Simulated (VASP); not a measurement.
# RbBr (Fm-3m) in VASP: a series of runs, part 2 of 2

VASP 6.6.1.

**4. Single point, r2SCAN**

File INCAR:

```
PREC     = Accurate       # precision mode
ENCUT    = 250            # plane-wave cutoff, eV
EDIFF    = 1E-6           # SCF threshold, eV
ISMEAR   = 0              # smearing method
SIGMA    = 0.05           # smearing width, eV
LREAL    = False          # projectors in reciprocal space
LASPH    = True           # aspherical terms in the spheres
NELM     = 100            # most SCF steps
ALGO     = Normal         # electronic algorithm
ISIF     = 2              # what is computed and relaxed
LWAVE    = False          # write WAVECAR
LCHARG   = False          # write CHGCAR
METAGGA  = R2SCAN         # meta-GGA
LMIXTAU  = True         
NBANDS   = 15             # bands
ADDGRID  = False
```

File KPOINTS:

```
Automatic mesh
0
Gamma
  6 6 6
```

File POSCAR:

```
RbBr
1.0
    0.0000000000      3.4270000000      3.4270000000
    3.4270000000      0.0000000000      3.4270000000
    3.4270000000      3.4270000000      0.0000000000
Rb Br
1 1
Direct
    0.0000000000      0.0000000000      0.0000000000
    0.5000000000      0.5000000000      0.5000000000
```

Potentials or basis: VASP PAW PBE potentials, release 64 (Rb_sv, Br).

Started as:

```
$ cat potpaw_PBE.64/Rb_sv/POTCAR potpaw_PBE.64/Br/POTCAR > POTCAR
$ mpirun -np 1 vasp_std > vasp.out
```

OUTCAR:

```text
PREC = Accurate
   ENCUT = 250
   EDIFF = 1E-6
   ISMEAR = 0
   LREAL = False
   LASPH = True
   NELM = 100
   ISIF = 2
   METAGGA = R2SCAN

 Found     16 irreducible k-points:

 Following reciprocal coordinates:
            Coordinates               Weight
  0.000000  0.000000  0.000000      1.000000
  0.166667  0.000000  0.000000      8.000000
  0.333333  0.000000  0.000000      8.000000
  0.500000  0.000000  0.000000      4.000000
  0.166667  0.166667  0.000000      6.000000
  0.333333  0.166667  0.000000     24.000000
   k-points           NKPTS =     16   k-points in BZ     NKDIM =     16   number of bands    NBANDS=     15
   number of dos      NEDOS =    301   number of ions     NIONS =      2
   total plane-waves  NPLWV =  21952
   dimension x,y,z NGX =    28 NGY =   28 NGZ =   28
   dimension x,y,z NGXF=    56 NGYF=   56 NGZF=   56
   ions per type =               1   1
   NGX,Y,Z   is equivalent  to a cutoff of   9.60,  9.60,  9.60 a.u.
   NGXF,Y,Z  is equivalent  to a cutoff of  19.21, 19.21, 19.21 a.u.
 SYSTEM =  unknown system
   PREC   = accura    normal or accurate (medium, high low for compatibility)
   ISTART =      0    job   : 0-new  1-cont  2-samecut
   ICHARG =      2    charge: 1-file 2-atom 10-const
   ISPIN  =      1    spin polarized calculation?
   LNONCOLLINEAR =      F non collinear calculations
   LSORBIT =      F    spin-orbit coupling
[... 71 lines left out ...]
     10       5.7225      0.00000
     11       5.7225      0.00000
     12       5.7225      0.00000
     13       6.7947      0.00000
     14       6.7947      0.00000
[... 77 lines left out ...]
      2     -14.7824      2.00000
      3     -10.8720      2.00000
      4     -10.8690      2.00000
      5     -10.8306      2.00000
      6      -2.8095      2.00000
      7      -2.3688      2.00000
      8      -2.3195      2.00000
      9       4.5061      0.00000
     10       4.9200      0.00000
     11       7.1965      0.00000
     12       7.3807      0.00000
     13       7.6153      0.00000
     14       8.2577      0.00000
     15      10.4292      0.00000

 [... further k-points ...]

------------------------ aborting loop because EDIFF is reached ----------------------------------------

  FORCE on cell =-STRESS in cart. coord.  units (eV):
  Direction    XX          YY          ZZ          XY          YZ          ZX
  --------------------------------------------------------------------------------------
  -------------------------------------------------------------------------------------
  Total        0.1781851      0.1781851      0.1781851      0.0000000      0.0000000      0.0000000
  in kB        3.5465798      3.5465798      3.5465798      0.0000000      0.0000000      0.0000000
  external PRESSURE =       3.5465798 kB  Pullay stress =       0.0000000 kB

 VOLUME and BASIS-vectors are now :
 -----------------------------------------------------------------------------
  energy-cutoff  :      250.00
  volume of cell :       80.50
      direct lattice vectors                 reciprocal lattice vectors
     0.000000000  3.427000000  3.427000000    -0.145900204  0.145900204  0.145900204
     3.427000000  0.000000000  3.427000000     0.145900204 -0.145900204  0.145900204
     3.427000000  3.427000000  0.000000000     0.145900204  0.145900204 -0.145900204

 POSITION                                       TOTAL-FORCE (eV/Angst)
 -----------------------------------------------------------------------------------
      0.00000      0.00000      0.00000        -0.000000      0.000000     -0.000000
      3.42700      3.42700      3.42700         0.000000     -0.000000      0.000000
 -----------------------------------------------------------------------------------
    total drift:                                0.000000      0.000000      0.000000

  FREE ENERGIE OF THE ION-ELECTRON SYSTEM (eV)
  ---------------------------------------------------
  free  energy   TOTEN  =       -31.1519217810 eV

  energy  without entropy=      -31.1519217810  energy(sigma->0) =      -31.15192178
```

Run time: 52 s. Hardware: 1 thread of Intel Xeon Platinum 8375C at 2.90GHz (Ice Lake), shared host; peak memory 0.15 GiB.

These settings aren't checked as converged: the numbers below hold their error.

Results:

```yaml
Free_energy: -31.1519 eV
Band_gap_on_the_k_mesh: 4.97 eV, direct
```

Caveat: the cutoff is under 1.25 times the usual one of these potentials, so pressure, stress and relaxed cells hold a basis-set (Pulay) error; the PAW data sets were made with another functional, which shifts forces and pressure a little.

**5. Single point, r2SCAN**

INCAR is that of step 4.

KPOINTS is that of step 4.

File POSCAR:

```
RbBr
1.0
    0.0000000000      3.4270000000      3.4270000000
    3.4270000000      0.0000000000      3.4270000000
    3.4270000000      3.4270000000      0.0000000000
Rb Br
1 1
Direct
   -0.0027730000      0.0260310000     -0.0127250000
    0.5081730000      0.5251300000      0.4723360000
```

Started as:

```
$ cat potpaw_PBE.64/Rb_sv/POTCAR potpaw_PBE.64/Br/POTCAR > POTCAR
$ mpirun -np 1 vasp_std > vasp.out
```

Wall time 4.5 min (1 thread of Intel Xeon Platinum 8375C at 2.90GHz (Ice Lake), shared host); peak memory 0.19 GiB.

These settings aren't checked as converged: the numbers below hold their error.

What came out:

```
Free energy            : -31.1490 eV
Largest force          : 0.090 eV/Å
Band gap on the k mesh : 4.97 eV, direct
```

Caveat: the cutoff is under 1.25 times the usual one of these potentials, so pressure, stress and relaxed cells hold a basis-set (Pulay) error; the PAW data sets were made with another functional, which shifts forces and pressure a little.

**6. Single point, r2SCAN**

INCAR, as its differences from that of step 5:

```diff
@@ -1,3 +1,3 @@
 PREC     = Accurate       # precision mode
-ENCUT    = 250            # plane-wave cutoff, eV
+ENCUT    = 400            # plane-wave cutoff, eV
 EDIFF    = 1E-6           # SCF threshold, eV
```

File KPOINTS:

```
Automatic mesh
0
Gamma
  5 5 5
```

File POSCAR:

```
RbBr
1.0
    0.0000000000      3.4270000000      3.4270000000
    3.4270000000      0.0000000000      3.4270000000
    3.4270000000      3.4270000000      0.0000000000
Rb Br
1 1
Direct
    0.0000000000      0.0000000000      0.0000000000
    0.5000000000      0.5000000000      0.5000000000
```

Potentials or basis: VASP PAW PBE potentials, release 64 (Rb_sv, Br).

Started as:

```
$ cat potpaw_PBE.64/Rb_sv/POTCAR potpaw_PBE.64/Br/POTCAR > POTCAR
$ mpirun -np 1 vasp_std > vasp.out
```

It took 44 s on 1 thread of Intel Xeon Platinum 8375C at 2.90GHz (Ice Lake), shared host; peak memory 0.18 GiB.

These settings aren't checked as converged: the numbers below hold their error.

Results:

- Free energy: -31.1515 eV
- Pressure: 0.5 GPa
- Band gap on the k mesh: 4.97 eV, direct

Caveat: the PAW data sets were made with another functional, which shifts forces and pressure a little.
